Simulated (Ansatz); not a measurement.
From barrier to diffusion: H in WS2

The calculation used DFT PBE, scalar-relativistic, plane waves, PAW (Ansatz 0.2.0). (420 eV cutoff, 3×3×3 k-mesh, Gaussian smearing of 0.02 eV, no spin polarisation)

Host crystal, relaxed:

```
CELL_PARAMETERS angstrom
1.59387 0.92022 7.47445
-1.59387 0.92022 7.47445
0.00000 -1.84045 7.47445
ATOMIC_POSITIONS crystal
W 0.00068 0.00068 0.00068
S 0.40407 0.40407 0.40407
S 0.26395 0.26395 0.26395
```

In a supercell of 12 host sites with charge -1, interstitial H hops to an equivalent place, moving 0.78 Å. Climbing-image nudged elastic band at fixed cell; the order of the saddle wasn't checked, and the small cell leaves errors of about a tenth of an eV. Zero-point motion and tunnelling, which matter for H, are left out.

Spin-orbit coupling is left out, which matters for the bands and energies of heavy elements.

```
image path (Å) E − E(0) (eV)
    0      0.00          0.000
    1      0.19          0.045
    2      0.38          0.215
    3      0.57          0.303
    4      0.76          0.215
    5      0.95          0.045
    6      1.14          0.000
```

Q: What are the barriers forward and back, and what attempt frequency does the shape suggest?

A: Forward 0.30 eV, back 0.30 eV, the ends being level. For a sinusoidal profile E_b sin²(πx/l), with the H atom alone moving, ν = (1/l)√(E_b/2m) = 4.9×10¹³ s⁻¹, within an order of magnitude of the customary 10¹³ s⁻¹; a true prefactor needs the vibrations at the minimum and at the saddle.

Q: With ν = 10¹³ s⁻¹, give the forward jump rate along this one path, the wait 1/k for that jump, the diffusivity D ≈ l²k and the distance √(Dt) covered in an hour at 300, 600 and 1000 K, taking the host as solid throughout.

A: k = ν exp(−E_b/k_BT):
```tsv
T (K)	k (1/s)	wait (s)	D (cm²/s)	√(Dt) in 1 h (nm)
300	8.1×10⁷	1.2×10⁻⁸	4.9×10⁻⁹	4.2×10⁴
600	2.8×10¹⁰	3.5×10⁻¹¹	1.7×10⁻⁶	7.9×10⁵
1000	3.0×10¹¹	3.4×10⁻¹²	1.8×10⁻⁵	2.6×10⁶
```

D = l²k holds for six equivalent jumps in three dimensions (z l²k/6) and is a scale otherwise. Long-range transport needs a connected net of such jumps, and traps slow it. D is that of an interstitial already there. An error of 0.1 eV in the barrier changes k by a factor of 48 at 300 K and 3.2 at 1000 K.

Cost: 1 run of about 9.8 core-minutes, on Intel Xeon Platinum 8175M (Skylake/Cascade Lake) (shared hosts).